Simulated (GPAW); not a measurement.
Runs of GPAW 26.7.0 on MgSi. The structure is orthorhombic, space group Cmcm (No. 63). Conventional cell: a = 3.005 Å, b = 10.852 Å, c = 4.340 Å, α = 90.00°, β = 90.00°, γ = 90.00°. Around Si (site symmetry m2m) lie 4 Si at 2.66 to 3.01 Å and 7 Mg at 2.83 to 3.00 Å. Mg (site symmetry m2m) is surrounded by 7 Si at 2.83 to 3.00 Å and 6 Mg at 3.01 to 3.18 Å. The cell comes from a database or a generator and needn't be the stable form of this composition.

```csv
task,level,potentials or basis,k mesh,cutoff (eV),maxiter,band path,band points,convergence,mesh quality,gap on the mesh (eV),pressure (GPa),largest force (eV/Å)
band structure,r2SCAN,"GPAW PAW data sets (gpaw-data 1.2.1), pw",6 × 6 × 4,800,150,"GXSRAZGYX1A1TY,ZT",100,-,coarse,-,(b),0.30
single point,LDA,"the program's PAW data sets (release 1.2.1) made for this functional, pw",7 × 7 × 5,600,120,-,-,default,not flagged,none,-2.6,0.11
single point,PBEsol,"PAW data sets generated in the run's folder for this functional, pw",9 × 9 × 6,800,150,-,-,-,not flagged,none,-1.3,0.16
band structure,LDA,"the program's PAW data sets (release 1.2.1) made for this functional, pw",6 × 6 × 4,800,150,"GXSRAZGYX1A1TY,ZT",100,-,coarse,-,-2.8,0.24
band structure,PBEsol,"PAW data sets generated in the run's folder for this functional, pw",6 × 6 × 4,800,150,"GXSRAZGYX1A1TY,ZT",100,-,coarse,-,(a),0.20
```

Alike in all rows: no spin polarisation; cell as given; smearing fermi-dirac 0.05 eV.

Task: Fill in the values left out.

Result: (a) -1.2; (b) -0.8.

Caveats: some runs use coarse meshes; the PAW data sets were made with another functional, which shifts forces and pressure a little (some runs); the cutoff is short for stress and forces, so pressures can be off by a GPa or more (some runs).

A k mesh can miss the band edges.

A gap of «none» marks a metal or a gap under the smearing width.

Not every run made on this cell is shown here.
